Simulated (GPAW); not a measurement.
Here is a GPAW 26.7.0 calculation.

run.py

```python
from ase.eos import EquationOfState
from ase.io import Trajectory, read
from ase.units import GPa
from gpaw import GPAW, PW

atoms = read('POSCAR')

traj = Trajectory('eos.traj', 'w')
volumes, energies = [], []
for x in [0.94, 0.96, 0.98, 1.0, 1.02, 1.04, 1.06]:
    a = atoms.copy()
    a.set_cell(atoms.cell * x**(1 / 3), scale_atoms=True)
    calc = GPAW(mode=PW(800),
                xc='LDA',
                kpts={'size': (8, 8, 8), 'gamma': True},
                occupations={'name': 'fermi-dirac', 'width': 0.05},
                nbands=11,
                convergence={'density': 1e-05, 'energy': 1e-05},
                maxiter=150,
                txt=f'eos-{x:.2f}.txt')
    a.calc = calc
    energies.append(a.get_potential_energy(force_consistent=True))
    volumes.append(a.get_volume())
    p = -a.get_stress()[:3].mean() / GPa
    calc.write(f'eos-{x:.2f}.gpw')
    traj.write(a)
    print(f'{x:.2f} {volumes[-1]:10.4f} A^3 {energies[-1]:14.6f} eV {p:9.3f} GPa', flush=True)

v0, e0, B = EquationOfState(volumes, energies, eos='birchmurnaghan').fit()
print(f'V0 = {v0:.4f} A^3, E0 = {e0:.6f} eV, B0 = {B / GPa:.2f} GPa')
```

Contents of POSCAR:

```
BAs
1.0
    0.0000000000      2.3885000000      2.3885000000
    2.3885000000      0.0000000000      2.3885000000
    2.3885000000      2.3885000000      0.0000000000
As B
1 1
Direct
    0.7500000000      0.7500000000      0.7500000000
    0.0000000000      0.0000000000      0.0000000000
```

Potentials or basis: the program's PAW data sets (release 1.2.1) made for this functional, pw.

Run with:

```sh
$ OMP_NUM_THREADS=1 python run.py
```

**Question.** Estimate the equilibrium volume.

**Answer.** 13.31 Å³/atom.

**Question.** What does it give for the bulk modulus?

**Answer.** 148 GPa.

**Question.** Estimate the pressure derivative of the bulk modulus.

**Answer.** 4.2.

Energy against volume, from the lowest point:
```
volume (Å³/atom)  energy (meV/atom)
          12.809               9.19
          13.081               1.77
          13.354               0.00
          13.626               3.31
          13.899              11.19
          14.171              23.19
          14.444              38.89
```

LDA usually gives volumes a few per cent too small.

**What was measured.**

From “Basic Physical Properties of Cubic Boron Arsenide”, 2019, arxiv:1911.11281, for a bulk crystal of BAs: bulk modulus 148 GPa.

A measured bulk modulus of BAs is 148 GPa (quoted in “Basic Physical Properties of Cubic Boron Arsenide”, 2019, arxiv:1911.11281); the calculated 148 GPa misses it by +0.2 %. The fit is for a static lattice scaled at fixed shape and fixed fractional positions.
